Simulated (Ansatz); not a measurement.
The system is Na.

```
Na
1.0
     3.76700    0.00000    0.00000
    -1.88350    3.26232    0.00000
     0.00000    0.00000    6.15400
Na
2
Direct
  0.66667 0.33333 0.75000
  0.33333 0.66667 0.25000
```

This isn't the form of Na at room conditions, which is bcc.

Base run:

```yaml
Program: Ansatz 0.2.0
Functional: LDA
Potentials_or_basis: all-electron LAPW, scalar-relativistic
Cutoff: 72 eV (chosen from the basis error)
Basis_error_allowed: 0.001 eV/atom
k_mesh: 8 × 8 × 5
Occupations: fermi-dirac, width 0.05 eV
Spin: no spin polarisation
```

Its results: pressure -0.9 GPa.

Task: The run is repeated on the same cell with these changes: functional from LDA to PBEsol. What comes out?

Result: Pressure -0.3 GPa.

PBEsol binds less tightly than LDA, so the same cell stands under more pressure.
